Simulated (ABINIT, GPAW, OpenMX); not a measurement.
## Cost and result for the band gap of ZnO

```yaml
crystal:
  lattice:
    - [3.24931, 0.00000, 0.00000]
    - [-1.62465, 2.81398, 0.00000]
    - [0.00000, 0.00000, 5.20571]
  atoms:
    - { symbol: Zn, position: [0.66667, 0.33333, 0.00000] }
    - { symbol: Zn, position: [0.33333, 0.66667, 0.50000] }
    - { symbol: O, position: [0.33333, 0.66667, 0.87901] }
    - { symbol: O, position: [0.66667, 0.33333, 0.37901] }
```

```tsv
rung	level	program and potentials	cutoff (eV)	k mesh	task	core time	chip	band gap (eV)	miss (eV)	notes
LDA	LDA	GPAW, the program's PAW data sets (release 1.2.1) made for this functional	600	8 × 8 × 4	single point	25 s	Arm Neoverse V2	0.73	-2.65	9 valence electrons an atom on average
non-local van der Waals functional	vdW-DF-cx	GPAW, GPAW PAW data sets (gpaw-data 1.2.1)	800	6 × 6 × 3	band structure	45 s	AMD EPYC 9R45 Zen 5	0.85	-2.53	coarse mesh; potentials made for PBE; 9 valence electrons an atom on average
GGA	BP86	GPAW, PAW data sets generated for this functional	800	6 × 6 × 3	band structure	74 s	Intel Xeon Platinum 8488C Sapphire Rapids	0.81	-2.57	coarse mesh; 9 valence electrons an atom on average
GGA	RPBE	GPAW, the program's PAW data sets (release 1.2.1) made for this functional	800	6 × 6 × 3	band structure	77 s	Intel Xeon 6975P-C Granite Rapids	0.90	-2.48	coarse mesh; 9 valence electrons an atom on average
non-local van der Waals functional	vdW-DF	GPAW, GPAW PAW data sets (gpaw-data 1.2.1)	800	6 × 6 × 3	band structure	1.7 min	Intel Xeon Platinum 8488C Sapphire Rapids	1.09	-2.29	coarse mesh; potentials made for PBE; 9 valence electrons an atom on average
GGA	RPBE	GPAW, the program's PAW data sets (release 1.2.1) made for this functional	800	9 × 9 × 5	band structure	2.5 min	Arm Neoverse V2	0.90	-2.48	9 valence electrons an atom on average
GGA	PBEsol	GPAW, PAW data sets generated for this functional	800	8 × 8 × 4	band structure	2.6 min	Arm Neoverse V2	0.69	-2.69	9 valence electrons an atom on average
meta-GGA	SCAN	GPAW, GPAW PAW data sets (gpaw-data 1.2.1)	800	6 × 6 × 3	band structure	3.6 min	Intel Xeon 6975P-C Granite Rapids	1.16	-2.22	coarse mesh; potentials made for PBE; 9 valence electrons an atom on average
meta-GGA	rSCAN	GPAW, GPAW PAW data sets (gpaw-data 1.2.1)	800	6 × 6 × 3	band structure	3.7 min	Intel Xeon 6975P-C Granite Rapids	1.25	-2.13	coarse mesh; potentials made for PBE; 9 valence electrons an atom on average
GGA	PBE	OpenMX, OpenMX 2013 PBE set, Zn6.0H-s3p2d2f1, O6.0-s3p2d2, grid cutoff 500 Ry	-	9 × 9 × 5	band structure	4 min	Arm Neoverse V2	0.99	-2.39	atomic basis; 13 valence electrons an atom on average
GGA	PBE	ABINIT, JTH PAW PBE v2.0	626	12 × 12 × 6	single point	4.5 min	Arm Neoverse V2	(a)	?	9 valence electrons an atom on average
GGA	PBE	OpenMX, OpenMX 2013 PBE set, Zn6.0H-s3p2d2, O6.0-s2p2d1, grid cutoff 500 Ry	-	9 × 9 × 5	band structure	5.4 min	AMD EPYC 7571	1.26	-2.12	atomic basis; 13 valence electrons an atom on average
meta-GGA	r2SCAN	GPAW, GPAW PAW data sets (gpaw-data 1.2.1)	800	8 × 8 × 4	band structure	8.5 min	Arm Neoverse V1	1.24	-2.14	potentials made for PBE; 9 valence electrons an atom on average
model potential	TB-mBJ	GPAW, GPAW PAW data sets for LDA (gpaw-data 1.2.1)	800	8 × 8 × 4	single point	9.9 min	Arm Neoverse V1	2.54	-0.84	potentials made for LDA; 9 valence electrons an atom on average
```

Times are single runs on shared hosts and different chips, so they are rough; meshes, cutoffs and the tasks' sizes weigh on the time. All rows: no spin polarisation. Gaps are the least found on the k mesh or the band path, and a mesh can miss the band edges. The cell comes from a database and isn't always the measured one. Meshes differ between rows, which moves values too. All levels ran on this one cell, unrelaxed unless noted. Meshes are those of the run's cell of 4 atoms unless a note names another. Misses use the values as printed. Runs on faulty files, with rough fits or with known faults for this quantity aren't shown. No row holds spin-orbit coupling.

Measured: 3.38 eV (pmc:10652265, doi:10.1021/acsomega.3c06556). The runs are for a static lattice.

Q: Estimate the value left out from the other rows.

A: (a) 0.79 eV, miss -2.59.
